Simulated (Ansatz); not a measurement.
Set up this calculation in Ansatz 0.2.0, as an ASE script.

* Task: single point
* Functional: revPBE
* Dispersion: D3(BJ)
* Potentials or basis: JTH PAW
* Cutoff: 1350 eV
* Density cutoff: 5400 eV
* k mesh: 8 × 8 × 8
* Occupations: fermi-dirac, width 0.1 eV
* Spin: no spin polarisation
* Driver: calculator

The structure of Sc lies in POSCAR:

```
Sc
1.0
   -1.9398960000      1.9140700000      1.7644590000
    1.9114590000     -1.8977950000      1.7145500000
    1.9187620000      1.8766610000     -1.7462920000
Sc
1
Direct
    0.0000000000      0.0000000000      0.0000000000
```

This isn't the form of Sc at room conditions, which is hcp.

The cell isn't the ideal one: cell strained at random at fixed volume.

The input as run:

run.py

```python
import json

import ase.io
import numpy as np
from ase.calculators.calculator import CalculationFailed, Calculator
from ase.stress import full_3x3_to_voigt_6_stress
from ase.units import GPa

import ansatz as az

class AnsatzCalculator(Calculator):
    implemented_properties = ["energy", "free_energy", "forces", "stress", "magmom"]

    def calculate(self, atoms, properties, system_changes):
        super().calculate(atoms, properties, system_changes)
        structure = atoms.copy()
        structure.set_constraint()
        structure.set_momenta(None)
        structure.set_masses(None)
        outcome = (
            az.Crystal.from_ase(structure)
            .calculation()
            .basis(xc_grid=2)
            .kpoints(8, 8, 8)
            .functional("revpbe", dispersion="d3bj")
            .pseudopotentials(kind="paw", source="jth")
            .scf(tolerance=2e-10)
            .occupations(method="fermi_dirac", width=0.1)
            .forces()
            .stress()
            .run(threads=2)
        )
        if not outcome.report["converged"]:
            raise CalculationFailed("SCF not converged")
        report = outcome.report
        self.results = {
            "free_energy": report["lagrangian_ev"],
            "energy": report["lagrangian_ev"],
            "forces": np.array(report["forces_ev_ang"]),
            "stress": -GPa * full_3x3_to_voigt_6_stress(report["stress_gpa"]),
            "magmom": report["magnetization_mub"],
        }

np.set_printoptions(precision=5, suppress=True, linewidth=110)
atoms = ase.io.read("POSCAR", format="vasp")
atoms.calc = AnsatzCalculator()
print(f"free energy {atoms.get_potential_energy():.6f} eV")
print("forces (eV/A)", atoms.get_forces(), sep="\n")
print("stress (GPa, Voigt, tension positive)", atoms.get_stress() / GPa, sep="\n")
print(f"moment {atoms.get_magnetic_moment():.4f} muB")
```

Potentials or basis: JTH PAW.

The run is started by

```sh
$ python run.py
```

Results of the run:

- Pressure: -3.8 GPa

Caveat: the potentials were made for another functional, which shifts forces and pressure; the thresholds are loose for stress.

Run time: 9.4 s on 2 threads of Arm Neoverse V1 (shared host), peak memory 0.73 GiB.
